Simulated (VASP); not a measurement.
A run of VASP 6.6.1:

The input POSCAR:

```
NaH13O7
1.0
    6.6282230000      0.0000000000      0.0000000000
    0.0000000000      6.6282230000      0.0000000000
    0.0000000000      0.0000000000      6.6282230000
O H Na
7 13 1
Direct
    0.6512303524      0.6754902483      0.1689140513
    0.8388824576      0.0575719918      0.0096104190
    0.2770576669      0.4500602952      0.1847855753
    0.1390568784      0.7358080740      0.9245917043
    1.0413349098      0.2266821741      0.4442367132
    0.5039359720      0.7683356459      0.6016846446
    0.7261222201      0.4123277083      0.5274566049
    0.6520752244      0.7492958520      0.0426509488
    0.5351208009      0.5797179727      0.1634374703
    0.8703388525      0.1330824265      0.1322224675
    0.8211703197      0.1598467644     -0.0940523576
    0.2342558481      0.5452894388      0.0808964937
    0.1492707774      0.3834964515      0.2301974451
    0.0432393418      0.8368306256      0.9765211581
    0.2207378961      0.8029904848      0.8218039737
    0.8843999365      0.3145639487      0.4911271090
    1.0066348100      0.0879873836      0.4414908792
    0.6096958416      0.6816608313      0.6480168214
    0.5399788148      0.7923994108      0.4619790251
    0.7228030801      0.4998624820      0.4084805234
    0.3970747514      0.3608206906      0.5045243650
```

INCAR.step1

```
SYSTEM = NaH13O7
  ALGO = Normal
  EDIFF = 1E-4
  ENCUT = 520
  GGA = PE
  ISMEAR = -1
  LASPH = .TRUE.
  LCHARG = .FALSE.
  LREAL = Auto
  LWAVE = .TRUE.
  NBANDS = 47
  NELM = 60
  PREC = Accurate
  SIGMA = 0.02
```

Contents of INCAR.step2:

```
SYSTEM = NaH13O7
  ALGO = Normal
  EDIFF = 1E-7
  ENCUT = 520
  ISIF = 2
  ISMEAR = -1
  ISTART = 1
  IVDW = 12
  LASPH = .TRUE.
  LCHARG = .TRUE.
  LELF = .TRUE.
  LMIXTAU = .TRUE.
  LREAL = Auto
  LVHAR = .TRUE.
  LWAVE = .FALSE.
  METAGGA = R2SCAN
  NBANDS = 47
  NELM = 60
  PREC = Accurate
  SIGMA = 0.02
  VDW_A1 = 0.49484001
  VDW_A2 = 5.73083694
  VDW_S6 = 1.0
  VDW_S8 = 0.78981345
```

File KPOINTS:

```
k-points
0
G
  1 1 1
  0 0 0
```

Potentials or basis: VASP PAW PBE potentials, release 64 (O, H, Na_pv).

Run with:

```sh
$ cat potpaw_PBE.64/O/POTCAR potpaw_PBE.64/H/POTCAR potpaw_PBE.64/Na_pv/POTCAR > POTCAR
$ cp INCAR.step1 INCAR
$ mpirun -np 1 vasp_gam > vasp.out
$ cp INCAR.step2 INCAR
$ mpirun -np 1 vasp_gam > vasp.out
```

Hardware: 1 thread of Intel(R) Xeon(R) Platinum 8488C (Sapphire Rapids), on a shared host.

How long does it take, and how much memory?

It took 2.1 min on 1 thread of Intel(R) Xeon(R) Platinum 8488C (Sapphire Rapids), on a shared host, peak memory 0.36 GiB. Counts: scf iterations 14, k points 1.
